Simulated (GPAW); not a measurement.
CdS (Greenockite):

```xyz
4
Lattice="4.1500 0.0000 0.0000 -2.0750 3.5940 0.0000 0.0000 0.0000 6.7370" Properties=species:S:1:pos:R:3 pbc="T T T"
Cd    2.0750    1.1980    3.3685
Cd    0.0000    2.3960    0.0000
S     2.0750    1.1980    5.8949
S     0.0000    2.3960    2.5264
```

Base run:

- Program: GPAW 26.7.0
- Functional: M06-L
- Potentials or basis: GPAW PAW data sets (gpaw-data 1.2.1)
- Cutoff: 600 eV
- Basis: pw
- k mesh: 5 × 5 × 3
- Occupations: fermi-dirac, width 0.05 eV
- Spin: spin-orbit coupling, no magnetisation

Its results: band gap on the k mesh 1.71 eV, direct; largest force 0.071 eV/Å.

The run is repeated on the same cell with these changes: functional from M06-L to vdW-DF-cx; band points from 80 to 100. What comes out?

Band gap on the k mesh 1.12 eV, direct; largest force 0.064 eV/Å.

Caveats: spin-orbit coupling was added after a scalar SCF, so levels and gaps hold it while energy, forces, pressure and moments don't; this program's spin-orbit splittings come out too wide for heavy elements; the PAW data sets were made with another functional, which shifts forces and pressure a little.

Not every run made on this cell is shown here.
